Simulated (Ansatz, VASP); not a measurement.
# Two plane-wave programs on NaCl

```xyz
2
Lattice="3.6689 0.0000 0.0000 0.0000 3.6689 0.0000 0.0000 0.0000 3.6689" Properties=species:S:1:pos:R:3 pbc="T T T"
Na    0.0000    0.0000    0.0000
Cl    1.8345    1.8345    1.8345
```

Alike in both runs: task single point; functional PBEsol; k mesh 6 × 6 × 6; occupations gaussian, width 0.02 eV; no spin polarisation.

|  | VASP | Ansatz |
| --- | --- | --- |
| version | VASP 6.6.1 | Ansatz 0.2.0 |
| potentials or method | VASP PAW PBE potentials, release 64 (Na_pv, Cl) | scalar-relativistic, plane waves, PAW |
| plane-wave cutoff (eV) | 520 | 420 |
| valence electrons in the cell | 14 | 16 |

```csv
,VASP,Ansatz,Ansatz less VASP
gap on the k mesh at the Fermi level (eV),3.45,3.45,+0.003
least direct gap on the mesh (eV),3.85,3.85,+0.002
pressure (GPa),-3.5,-3.5,+0.03
```

The two sets of potentials don't hold the same shells in valence.

Caveats: the PAW data sets were made with another functional, which shifts forces and pressure a little (VASP). A k mesh can miss the band edges.
